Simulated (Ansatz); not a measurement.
The system is GaAs.

```
CELL_PARAMETERS angstrom
0.00000 2.82685 2.82685
2.82685 0.00000 2.82685
2.82685 2.82685 0.00000
ATOMIC_POSITIONS crystal
As 0.75000 0.75000 0.75000
Ga 0.00000 0.00000 0.00000
```

Base run:

```yaml
Program: Ansatz 0.2.0
Functional: BLYP
Potentials_or_basis: all-electron LAPW, scalar-relativistic
Cutoff: 316 eV
Density_cutoff: 1265 eV
Basis_error_allowed: 0.001 eV/atom
k_mesh: 8 × 8 × 8
Occupations: fermi-dirac, width 0.05 eV
Spin: no spin polarisation
```

Its results: band gap on the k mesh 0.35 eV, direct; pressure 6.9 GPa.

After a change of settings the same cell gave: band gap on the k mesh 0.28 eV, direct; pressure -1.9 GPa. Which change was it?
A. functional from BLYP to revPBE
B. functional from BLYP to LDA
C. functional from BLYP to PBE; occupations from fermi-dirac, width 0.05 eV to gaussian, width 0.017 eV
D. functional from BLYP to PBE

B.

LDA binds more tightly than BLYP, so the same cell stands under less pressure.

Not every run made on this cell is shown here.
